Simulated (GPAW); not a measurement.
# TiC (Fm-3m) in GPAW: notebook

The runs below take TiC through single point, with PBE.

Program: GPAW 26.7.0. These are calculated values, not measurements. Logs are shortened: lines on timing, memory, paths and dates and some standing lists are left out, and cuts for length are marked. The log counts tension as positive stress, the text compression.

### 1 The structure

Symmetry: Fm-3m, No. 225, cubic system. Conventional cell: a = 4.331 Å, b = 4.331 Å, c = 4.331 Å, α = 90.00°, β = 90.00°, γ = 90.00°. Ti (site symmetry m-3m) has 6 C at 2.17 Å as nearest neighbours. C (site symmetry m-3m) has 6 Ti at 2.17 Å as nearest neighbours.

The cell is a database's computed one.

### 2 Single point, PBE

The input, run.py:

```python
from ase.dft.bandgap import bandgap
from ase.io import read, write
from ase.units import GPa
from gpaw import GPAW, PW

atoms = read('POSCAR')

calc = GPAW(mode=PW(800),
            xc='PBE',
            kpts={'size': (11, 11, 11), 'gamma': True},
            occupations={'name': 'methfessel-paxton', 'order': 0, 'width': 0.027000000000000003},
            nbands=18,
            convergence={'density': 1e-05, 'energy': 1e-05},
            maxiter=150,
            txt='gpaw.txt')
atoms.calc = calc
energy = atoms.get_potential_energy()
forces = atoms.get_forces()
stress = atoms.get_stress()
calc.write('gs.gpw')
write('result.traj', atoms)
print(f'Energy: {energy:.6f} eV')
print('Forces (eV/A):')
print(forces.round(4))
print('Stress (GPa):', (stress / GPa).round(3))
print('Fermi level:', round(calc.get_fermi_level(), 4), 'eV')
print(f'Gap: {bandgap(calc)[0]:.4f} eV, direct: {bandgap(calc, direct=True)[0]:.4f} eV')
```

The input, POSCAR:

```
TiC
1.0
    0.0000000000      2.1657188437      2.1657188437
    2.1657188437      0.0000000000      2.1657188437
    2.1657188437      2.1657188437      0.0000000000
Ti C
1 1
Direct
    0.0000000000      0.0000000000      0.0000000000
    0.5000000000      0.5000000000      0.5000000000
```

Potentials or basis: GPAW PAW data sets (gpaw-data 1.2.1), pw.

Started as:

```bash
$ OMP_NUM_THREADS=1 python run.py
```

gpaw.txt:

```text
__  _  _
 | _ |_)|_||  |
 |__||  | ||/\| - 26.7.0

Input parameters:
  mode=PW(ecut=800.0),
  convergence={'density': 1e-05, 'energy': 1e-05},
  kpts=MonkhorstPack(size=(11, 11, 11), gamma=True),
  maxiter=150,
  nbands=18,
  occupations=Occupations(name='methfessel-paxton', order=0, width=0.027000000000000003),
  xc=XC(name='PBE')

Diagonalizing LCAO Hamiltonian
Converting LCAO to pw mode

              C

       Ti

Atoms  # Å, Bohr magnetons
|   | symbol |        x |        y |        z |    initial magnetic moments |
|---|--------|----------|----------|----------|-----------------------------|
| 0 |     Ti | 0.000000 | 0.000000 | 0.000000 | ( 0.0000,  0.0000,  0.0000) |
| 1 |      C | 2.165719 | 2.165719 | 2.165719 | ( 0.0000,  0.0000,  0.0000) |

Unit cell  # Å
| periodic |        x |        y |        z |  lengths |    angles |
|----------|----------|----------|----------|----------|-----------|
|      yes | 0.000000 | 2.165719 | 2.165719 | 3.062789 | 60.000000 |
|      yes | 2.165719 | 0.000000 | 2.165719 | 3.062789 | 60.000000 |
|      yes | 2.165719 | 2.165719 | 0.000000 | 3.062789 | 60.000000 |

Number of symmetries: 48
[... 51 lines left out ...]

BZ-sampling:
  Number of BZ points: 1331
  Number of IBZ points: 56

  Monkhorst-Pack size: [11, 11, 11]
  Monkhorst-Pack shift: [0, 0, 0]

K-points  # in reciprocal-cell coordinates
|     |                                coordinates |     weight |
|-----|--------------------------------------------|------------|
|   0 | (  0.00000000,   0.00000000,   0.00000000) | 0.00075131 |
|   1 | (  0.09090909,   0.09090909,   0.00000000) | 0.00450789 |
|   2 | (  0.09090909,   0.09090909,   0.09090909) | 0.00601052 |
|   3 | (  0.18181818,   0.09090909,   0.09090909) | 0.00901578 |
|   4 | (  0.18181818,   0.18181818,   0.00000000) | 0.00450789 |
|   5 | (  0.18181818,   0.18181818,   0.09090909) | 0.01803156 |
|   6 | (  0.18181818,   0.18181818,   0.18181818) | 0.00601052 |
|   7 | (  0.27272727,   0.18181818,   0.09090909) | 0.01803156 |
|   8 | (  0.27272727,   0.18181818,   0.18181818) | 0.01803156 |
|   9 | (  0.27272727,   0.27272727,   0.00000000) | 0.00450789 |
| ... |                                            |            |
|  55 | (  0.45454545,   0.45454545,   0.45454545) | 0.00601052 |

Plane wave coefficients: 1054
Cutoff: 800.0 eV

Spin-components: 1 (collinear spins)
Bands:           18
Projectors:      11
Spin-degeneracy: 2
Datatype:        complex128

Parallelization:
  kpt:    1
  domain: 1
  band:   1

Density:
  Valence electrons: 16.0
  Components: 1
  Grid points: [20 20 20]
  Charge: 0.0  # |e|

Potential:
  Grid points: [20 20 20]

species:
  Ti:
    name:    Titanium
    Z:       22.0
    valence: 12
    core:    10
    charge:  0.0  # [|e|]
    compensation charges:
      type: gauss
      rc: 0.38  # [Å]
      lmax: 2
    cutoffs:
      filter: 2.23  # [Å]
      core: 1.02  # [Å]
    projectors
    | kind |    occ | energy [eV] | rcut [Å] |
    |------|--------|-------------|----------|
    |   3s |  2.000 |     -62.623 |    1.270 |
    |   4s |  2.000 |      -4.466 |    1.270 |
    |   3p |  6.000 |     -38.862 |    1.058 |
    |   4p |  0.000 |      -1.466 |    1.058 |
    |   3d |  2.000 |      -4.258 |    1.058 |
    |    d |        |      22.953 |    1.058 |

    Using partial waves for Ti as LCAO basis

  C:
    name:    Carbon
    Z:       6.0
    valence: 4
    core:    2
    charge:  0.0  # [|e|]
    compensation charges:
      type: gauss
      rc: 0.20  # [Å]
      lmax: 2
    cutoffs:
      filter: 1.14  # [Å]
      core: 1.14  # [Å]
    projectors
    | kind |    occ | energy [eV] | rcut [Å] |
    |------|--------|-------------|----------|
    |   2s |  2.000 |     -13.751 |    0.635 |
    |   2p |  2.000 |      -5.284 |    0.635 |
    |    s |        |      13.461 |    0.635 |
    |    p |        |      21.927 |    0.635 |
    |    d |        |       0.000 |    0.635 |

    Using partial waves for C as LCAO basis

Reference energy: -24251.642397  # eV

eigensolver:
  PPCG
  Converge bands: occupied
  niter=2

density mixing:
  MSR1-Mixer
  Pratt-step length: 0.05
  Maximum mixing coefficient: 0.75
  Old densities: 10
  SVD Regularization: 0.005
  Good broyden scale: 1.0
  Trust region scale: 1.0
  Backstep threshold: 4.0
  History deletion threshold: 6.0
  Fourier metric: weight=20.0, sigma=0.015

occupation numbers:
  Methfessel-Paxton:
    width: 0.0270  # eV
    order: 0

poisson solver:
  ecut: 6400.0  # eV

xc functional:
  name: PBE with 2 nearest neighbor stencil

convergence criteria:
- Maximum integral of absolute [dens]ity change: 1e-05 electrons / valence electron
- Maximum [total energy] change in last 3 cyles: 1e-05 eV / valence electron
- Maximum integral of absolute [eigenst]ate change: 4e-08 eV^2 / valence electron
maximum number of iterations: 150

SCF iterations
|iter     | |      energy | eigst |  dens |
|---------|-|-------------|-------|-------|
|iter:   1| |  -19.854867 | -0.41 |       |
|iter:   2| |  -18.997668 | -2.51 | -0.79 |
|iter:   3| |  -17.575322 | -1.30 | -0.87 |
|iter:   4| |  -17.555375 | -2.76 | -1.57 |
|iter:   5| |  -17.566977 | -3.41 | -1.80 |
|iter:   6| |  -17.566823 | -4.04 | -2.42 |
|iter:   7| |  -17.566826c| -5.96 | -3.34 |
|iter:   8| |  -17.566827c| -6.54 | -3.69 |
|iter:   9| |  -17.566827c| -7.81c| -4.96 |
|iter:  10| |  -17.566827c| -8.52c| -5.40c|

Converged in 10 steps
Energy contributions relative to reference atoms: (reference = -24251.642397)

Energy contributions:
  Kinetic:          16.205164
  Coulomb:         -17.502890
  Zero:              0.110135
  External:          0.000000
  Xc:              -16.379083
  Entropy:          -0.000305
  Spinorbit:         0.000000
  ----------------------------
  Free energy:     -17.566979
  Extrapolated:    -17.566827

dipole moment: (-13.837846, -13.837846, -13.837846)  # |e|*Ang

Fermi level: 10.338
Eigenvalues  # (at kpt = [0.000, 0.000, 0.000])
| band index |      eig [eV] | occ [0-2] |
|------------|---------------|-----------|
|          0 |       -46.353 |     2.000 |
|          1 |       -22.398 |     2.000 |
|          2 |       -22.398 |     2.000 |
|          3 |       -22.398 |     2.000 |
|          4 |        -2.192 |     2.000 |
|          5 |        10.901 |     0.000 |
|          6 |        10.901 |     0.000 |
|          7 |        10.901 |     0.000 |
|          8 |        11.867 |     0.000 |
|          9 |        11.867 |     0.000 |
|         10 |        11.867 |     0.000 |
|         11 |        11.929 |     0.000 |
|         12 |        11.929 |     0.000 |
|        ... |               |           |
|         17 |        30.016 |     0.000 |

No gap
No difference between direct/indirect transitions

Forces  # eV/Ang
|       x |        y |        z |
|---------|----------|----------|
| 0.00000 | -0.00000 |  0.00000 |  # Ti   0
| 0.00000 | -0.00000 | -0.00000 |  # C    1

Stress tensor  # eV/Ang^3
|         x |         y |         z |
|-----------|-----------|-----------|
| -0.005814 |  0.000000 |  0.000000 |
|  0.000000 | -0.005814 | -0.000000 |
|  0.000000 | -0.000000 | -0.005814 |

# Writing to gs.gpw (mode='')
```

Wall time 20 s (1 thread of Intel Xeon Platinum 8259CL at 2.50GHz (Skylake/Cascade Lake), shared host); peak memory 0.17 GiB.

What came out:

```yaml
Free_energy: -17.5670 eV
Pressure: 0.9 GPa
Band_gap_on_the_k_mesh: none (metal or under the smearing width)
```

Levels at points of the mesh, in eV from the Fermi level:
```tsv
k point	band 4	band 5	band 6	band 7	band 8	band 9	band 10	band 11	band 12	band 13
(0.00, 0.00, 0.00)	-32.74	-12.53	0.56	0.56	0.56	1.53	1.53	1.53	1.59	1.59
```

### 3 Single point, PBE

run.py, as its differences from that of step 2:

```diff
@@ -5,3 +5,3 @@
 
-atoms = read('POSCAR')
+atoms = read('TiC.xyz')
 
@@ -10,3 +10,3 @@
             kpts={'size': (11, 11, 11), 'gamma': True},
-            occupations={'name': 'methfessel-paxton', 'order': 0, 'width': 0.027000000000000003},
+            occupations={'name': 'methfessel-paxton', 'order': 0, 'width': 0.028000000000000004},
             nbands=18,
```

The input, TiC.xyz:

```xyz
2
Lattice="0.0000000000 2.1657188437 2.1657188437 2.1657188437 0.0000000000 2.1657188437 2.1657188437 2.1657188437 0.0000000000" Properties=species:S:1:pos:R:3 pbc="T T T"
Ti     0.0000000000      0.0000000000      0.0000000000
C      2.1657188437      2.1657188437      2.1657188437
```

Potentials or basis: GPAW PAW data sets (gpaw-data 1.2.1), pw.

Started as:

```bash
$ OMP_NUM_THREADS=1 python run.py
```

Wall time 20 s (1 thread of Intel Xeon Platinum 8259CL at 2.50GHz (Skylake/Cascade Lake), shared host); peak memory 0.17 GiB.

Results (log left out):

| Property | Result |
| --- | --- |
| Free energy | -17.5670 eV |
| Pressure | 0.9 GPa |
| Band gap on the k mesh | none (metal or under the smearing width) |

Levels at points of the mesh, in eV from the Fermi level:
```tsv
k point	band 4	band 5	band 6	band 7	band 8	band 9	band 10	band 11	band 12	band 13
(0.00, 0.00, 0.00)	-32.74	-12.53	0.56	0.56	0.56	1.53	1.53	1.53	1.59	1.59
```
